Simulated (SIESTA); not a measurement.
# SnSe2 in SIESTA: convergence with Tolerance

SnSe2:

```
Sn Se
1.0
     3.81100    0.00000    0.00000
    -1.90550    3.30042    0.00000
     0.00000    0.00000    6.13600
Sn Se
1 2
Direct
  0.99693 0.99596 0.99812
  0.66899 0.34235 0.74947
  0.33318 0.66846 0.25317
```

The cell isn't the ideal one: atoms moved at random, drawn with an rms of 0.05 Å.

```yaml
Program: SIESTA 5.4.2
Task: single point
Functional: PBE
Potentials_or_basis: PseudoDojo 0.4 standard (PBE files)
Basis: DZP (energy shift 0.003 Ry; two zetas on semicore shells)
Grid_cutoff: 500 Ry
Energy_shift: 0.003 Ry
k_mesh: 6 × 6 × 4
Occupations: fermi-dirac, width 0.05 eV
Spin: no spin polarisation
```

These are the settings of the first run; the series varies Tolerance, with any setting tied to it.

Hardware: 1 thread of Intel(R) Xeon(R) 6975P-C (Granite Rapids) (shared host).

Question: The values tried are 0.1, 0.01, 0.001, 0.0001, 1e-05, 1e-06, loosest first. From which on does the largest force stay within 0.005 eV/Å of the tightest run that finished?

Answer: From 0.01 on.

```csv
Tolerance,"energy less the tightest run, at zero smearing (meV/atom)",pressure (GPa),largest force (eV/Å),gap on the mesh (eV),SCF cycles,CPU time (s),peak memory (GiB)
0.1,1.40,7.17,1.138,0.774,3,21,0.31
0.01,0.01,7.27,1.171,0.750,5,25,0.31
0.001,0.00,7.26,1.167,0.750,7,29,0.32
0.0001,0.00,7.26,1.169,0.749,9,31,0.32
1e-05,0.00,7.26,1.169,0.749,10,33,0.32
1e-06,0.00,7.26,1.169,0.749,12,36,0.32
```

Against the tightest run, the energy stays within 1 meV/atom from 0.01 on; the pressure stays within 0.1 GPa from 0.1 on; the gap on the mesh stays within 0.01 eV from 0.01 on. The tightest run that finished is the yardstick and may itself not be fully converged.

Caveat, for the tightest run too: spin-orbit coupling is left out, which moves the levels of the heavy elements; the basis of atomic orbitals isn't converged, which shifts pressures, moduli and gaps.
